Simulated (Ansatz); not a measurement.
# AlCu3: the cost of one run

Program: Ansatz 0.2.0. Level of theory: DFT PBEsol, scalar-relativistic, plane waves, PAW. These are calculated values, not measurements.

## (1) Starting point

Symmetry: Pm-3m, No. 221, cubic system. Conventional cell: a = 3.632 Å, b = 3.632 Å, c = 3.632 Å, α = 90.00°, β = 90.00°, γ = 90.00°. Al (site symmetry m-3m) has 12 Cu at 2.57 Å in its first shell of neighbours. Around Cu (site symmetry 4/mmm) lie 4 Al at 2.57 Å and 8 Cu at 2.57 Å.

As a file:

```cif
data_structure
_symmetry_space_group_name_H-M 'P 1'
_symmetry_Int_Tables_number 1
_cell_length_a 3.6319
_cell_length_b 3.6319
_cell_length_c 3.6319
_cell_angle_alpha 90.000
_cell_angle_beta 90.000
_cell_angle_gamma 90.000
_cell_volume 47.91
loop_
_atom_site_label
_atom_site_type_symbol
_atom_site_fract_x
_atom_site_fract_y
_atom_site_fract_z
_atom_site_occupancy
Al1 Al 0.00000 0.00000 0.00000 1
Cu1 Cu 0.50000 0.50000 0.00000 1
Cu2 Cu 0.50000 0.00000 0.50000 1
Cu3 Cu 0.00000 0.50000 0.50000 1
```

It goes back to an entry of the Materials Project, which need not be the stable form.

This cell was relaxed beforehand with the same method: volume 11.98 Å³/atom, gap on the mesh none (metal).

## (2) The reference cell

Reference values: F = -20291.6373 eV; pressure 0.04 GPa; largest force 0.000 eV/Å; gap on the mesh none (metal). It was computed beforehand with the settings of the runs below.

## (3) Setting up a two-dimensional strain map

The cell is strained by p along both x and y and by q along z, with fractional coordinates fixed.

## (4) At p = -0.030, q = -0.030

Contents of input.yaml:

```yaml
crystal:
  lattice:
    - [3.5229142969, 0.0, 0.0]
    - [0.0, 3.5229142969, 0.0]
    - [0.0, 0.0, 3.5229142969]
  atoms:
    - { symbol: Al, position: [0.0, 0.0, 0.0] }
    - { symbol: Cu, position: [0.5, 0.5, 0.0] }
    - { symbol: Cu, position: [0.5, 0.0, 0.5] }
    - { symbol: Cu, position: [0.0, 0.5, 0.5] }
basis:
  ecutwfc: 420
kpoints:
  mp_grid: { grid: [14, 14, 14] }
hamiltonian:
  xc: pbesol
scf:
  occupations: { method: gaussian, width: 0.15 }
output:
  forces: true
  stress: true
  eigenvalues: true
```

On the command line:

```bash
> ansatz run input.yaml --threads 2 --pin off --max-ram 5120MiB --backend cpu --events-out ev --progress --plain --runs-dir out
```

Q: Estimate wall time and peak memory on 2 threads of Intel Xeon 6975P-C (Granite Rapids), shared host.

About 2.4 s, with a peak of 0.46 GiB.
